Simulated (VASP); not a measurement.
Wanted: the native input for a VASP 6.6.1 run.

* Task: band structure
* Functional: LDA
* Potentials or basis: VASP PAW LDA potentials, release 64 (Ba_sv, H)
* Cutoff: 520 eV
* k mesh: 6 × 6 × 4
* Occupations: gaussian, width 0.02 eV
* Spin: spin-orbit coupling, no magnetisation
* Ladder: gaps
* Further INCAR settings: ALGO = Normal; EDIFF = 1e-06; NBANDS = 40

The system is BaH2.

```xyz
6
Lattice="4.4620 0.0000 0.0000 -2.2310 3.8642 0.0000 0.0000 0.0000 6.0553" Properties=species:S:1:pos:R:3 pbc="T T T"
Ba    0.0000    2.5762    1.5138
Ba    2.2310    1.2881    4.5415
H     0.0000    0.0000    0.0000
H     0.0000    0.0000    3.0276
H     2.2310    1.2881    1.5138
H     0.0000    2.5762    4.5415
```

The cell comes from a database or a generator and needn't be the stable form of this composition.

The input as run:

POSCAR

```
BaH2
1.0
    4.4620250523      0.0000000000      0.0000000000
   -2.2310125262      3.8642270477      0.0000000000
    0.0000000000      0.0000000000      6.0552925900
Ba H
2 4
Direct
    0.3333333333      0.6666666667      0.2500000000
    0.6666666667      0.3333333333      0.7500000000
    0.0000000000      0.0000000000      0.0000000000
    0.0000000000      0.0000000000      0.5000000000
    0.6666666667      0.3333333333      0.2500000000
    0.3333333333      0.6666666667      0.7500000000
```

INCAR.step1

```
SYSTEM = BaH2
PREC = Accurate
ENCUT = 520
EDIFF = 1E-6
ISMEAR = 0
SIGMA = 0.02
LREAL = .FALSE.
LASPH = .TRUE.
NELM = 80
ALGO = Normal
ISIF = 2
LWAVE = .FALSE.
LCHARG = .TRUE.
MAGMOM = 0 0 0 0 0 0 0 0 0 0 0 0 0 0 0 0 0 0
LORBIT = 11
LSORBIT = .TRUE.
GGA_COMPAT = .FALSE.
NBANDS = 40
KPAR = 4
```

KPOINTS.step1

```
Automatic mesh
0
G
  6 6 4
  0 0 0
```

INCAR.step2

```
SYSTEM = BaH2
PREC = Accurate
ENCUT = 520
EDIFF = 1E-6
ISMEAR = 0
SIGMA = 0.05
LREAL = .FALSE.
LASPH = .TRUE.
NELM = 80
ALGO = Normal
ISIF = 2
LWAVE = .FALSE.
LCHARG = .FALSE.
MAGMOM = 0 0 0 0 0 0 0 0 0 0 0 0 0 0 0 0 0 0
LORBIT = 11
LSORBIT = .TRUE.
GGA_COMPAT = .FALSE.
NBANDS = 40
ICHARG = 11
KPAR = 4
```

KPOINTS.step2

```
path GMKGALHA,LM,KH
10
line-mode
reciprocal
 0.0000000000  0.0000000000  0.0000000000  G
 0.5000000000  0.0000000000  0.0000000000  M

 0.5000000000  0.0000000000  0.0000000000  M
 0.3333333333  0.3333333333  0.0000000000  K

 0.3333333333  0.3333333333  0.0000000000  K
 0.0000000000  0.0000000000  0.0000000000  G

 0.0000000000  0.0000000000  0.0000000000  G
 0.0000000000  0.0000000000  0.5000000000  A

 0.0000000000  0.0000000000  0.5000000000  A
 0.5000000000  0.0000000000  0.5000000000  L

 0.5000000000  0.0000000000  0.5000000000  L
 0.3333333333  0.3333333333  0.5000000000  H

 0.3333333333  0.3333333333  0.5000000000  H
 0.0000000000  0.0000000000  0.5000000000  A

 0.5000000000  0.0000000000  0.5000000000  L
 0.5000000000  0.0000000000  0.0000000000  M

 0.3333333333  0.3333333333  0.0000000000  K
 0.3333333333  0.3333333333  0.5000000000  H
```

Potentials or basis: VASP PAW LDA potentials, release 64 (Ba_sv, H).

Run with:

```bash
$ cat potpaw_LDA.64/Ba_sv/POTCAR potpaw_LDA.64/H/POTCAR > POTCAR
$ cp INCAR.step1 INCAR
$ cp KPOINTS.step1 KPOINTS
$ mpirun -np 4 vasp_ncl > vasp.out
$ cp INCAR.step2 INCAR
$ cp KPOINTS.step2 KPOINTS
$ mpirun -np 4 vasp_ncl > vasp.out
```

Wall time 80 s on 4 MPI ranks on Intel(R) Xeon(R) 6975P-C (Granite Rapids), on a shared host, peak memory 0.67 GiB a rank.
